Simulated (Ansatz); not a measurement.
An Ansatz input:

```yaml
crystal:
  lattice:
    - [-1.1789344029, 1.1789344029, 1.1789344029]
    - [1.1789344029, -1.1789344029, 1.1789344029]
    - [1.1789344029, 1.1789344029, -1.1789344029]
  atoms:
    - { symbol: B, position: [0.0, 0.0, 0.0] }
hamiltonian:
  xc: pbesol
  pseudopotentials:
    kind: paw
    azcp:
      B: "pseudopotentials/B.paw.azcp"
basis:
  ecutwfc: 420
  fft_grid_basis: typed
kpoints:
  mp_grid: { grid: [21, 21, 21], shift: [0, 0, 0] }
magnetization:
  spin_polarized: false
scf:
  occupations: { method: fermi_dirac, width: 0.1 }
  lower_state_search: "off"
output:
  stress: true
```

Terminal output

```
Warning: the record states the generating functional pbe (its physics header spells it `PBE`), which answers neither for hamiltonian.xc's functional nor for the pbesol family's — results may be inconsistent (PPs are generated against a specific XC)
Engine: ansatz 0.2.0, aarch64-unknown-linux-gnu
Pseudopotentials: kind: paw
Pseudopotential: B, paw, valence charge 3, recommended cutoff 420 eV (normal) 
Functional definition: PBEsol
  exchange = pbesol_x
  correlation = pbesol_c
Crystal: 1 atoms, lattice volume = 6.554 Å³
Basis set: ecut = 420 eV, 135 PW (Γ)
Bands: 6, of which v1, the nominal top of the filled ones, is band 2 counted from 1 (1 counted from 0)
Symmetry: 48 space group operations
Space group: Im-3m (ITA 229), of the structure as read, at distance tolerance 1.9e-5 Å
k-points: 286 of 9261
Non-local potential: B, projectors of the file, l = 0: 2, l = 1: 2, l = 2: 1
PAW form: soft (Blöchl's): semilocal exchange-correlation on the pseudo side does not see the compensation charge
PAW frozen core: B, regenerated for the run's functional, and the local potential with it (the file was generated under x = pbe(κ = 0.804, μ = 0.2195149727645171), c = pbe(β = 0.06672455060314922))
PAW one-centre angular grid: B, 110 points (default); XC on 64 Gauss nodes
Initial density: superposition of atomic densities (neutral atoms: chi_scale 0, normalization atom), corrected by the library's trained network
Initial wavefunctions: pseudopotential atomic-orbital guess
Functional: x = pbesol(κ = 0.804, μ = 0.12345679012345678), c = pbesol(β = 0.046)
SCF iter   1: F=—  HF=-150.997757 eV  |F-HF|=—  |Δ(HF+E_count)|=         —  Δρ=4.98e-3  dr2=9.34e-4  ethr=1.77e-3  ⟨swp⟩=4.4  Hψ=12705  notcnv=0
SCF iter   2: F=—  HF=-150.997452 eV  |F-HF|=—  |Δ(HF+E_count)|=   3.05e-4  Δρ=2.36e-3  dr2=2.05e-4  ethr=3.11e-5  ⟨swp⟩=1.0  Hψ=4004  notcnv=0
SCF iter   3: F=—  HF=-150.997387 eV  |F-HF|=—  |Δ(HF+E_count)|=   6.46e-5  Δρ=9.98e-5  dr2=3.69e-7  ethr=6.84e-6  ⟨swp⟩=1.9  Hψ=1949  notcnv=0
SCF iter   4: F=—  HF=-150.997387 eV  |F-HF|=—  |Δ(HF+E_count)|=   2.13e-7  Δρ=2.20e-5  dr2=1.56e-8  ethr=1.23e-8  ⟨swp⟩=2.1  Hψ=2067  notcnv=0
iter 5 did not close the SCF: its close was put off for the readings that it lacked (scf_convergence_deferred on its scf_iter line)
SCF iter   5: F=-150.997387 eV  HF=-150.997387 eV  |F-HF|=3.22e-11  |Δ(HF+E_count)|=   2.80e-9  Δρ=2.23e-6  dr2=1.57e-10  ethr=5.21e-10  ⟨swp⟩=1.0  Hψ=1642  notcnv=0
SCF iter   6: F=-150.997387 eV  HF=-150.997387 eV  |F-HF|=5.68e-14  |Δ(HF+E_count)|=  2.12e-11  Δρ=1.31e-7  dr2=4.57e-13  ethr=5.22e-12  ⟨swp⟩=1.0  Hψ=4342  notcnv=0
SCF 1 converged in 6 iterations: F = -150.997387 eV  dr2 = 4.57e-13
SCF converged after 6 iterations
Free energy (F): -150.997387 eV
Harris-Foulkes:  -150.997387 eV  (|F-HF|=5.68e-14)
Internal energy: -150.988164 eV  (E = F + TS)
E sigma→0 (E₀):  -150.992775 eV
Entropy (-TS):   -0.009223 eV (-9.223 meV/atom)
Fermi energy:    12.666396 eV
--- Per-component energies (eV) ---
  E_band       = 16.009729
  E_kinetic    = 45.783485
  E_local      = -2.051842  (includes V_loc(G=0)·N_el)
  E_nonlocal   = 11.759558
  E_hartree    = 0.255155
  E_xc         = -31.580972
  E_vxc        = -37.608156  (∫ρ·V_xc dr)
  E_paw        = -75.155685  (= ΣΔE_a)
  E_vpaw       = -2.383623  (= ΣTr[D̂ρ^β])
  E_aug_tail   = -0.000001  (compensation charges beyond the density's cutoff)
  E_ewald      = -100.012571
  E_core_change = 0.014711  (= ΣΔE_core)
  E_smearing   = -0.009223  (= −TS)
  E_closure    = 0.000000  (closes the sum)
  Σ components = -150.997387   (vs F -150.997387, Δ=0.00e0)
--- Stress (GPa, compression-positive) ---
      -15.411920       0.000000      -0.000000
       -0.000000     -15.411920      -0.000000
       -0.000000      -0.000000     -15.411920
  P = ⅓ Tr σ = -15.4119 GPa (-154.119 kbar)
```
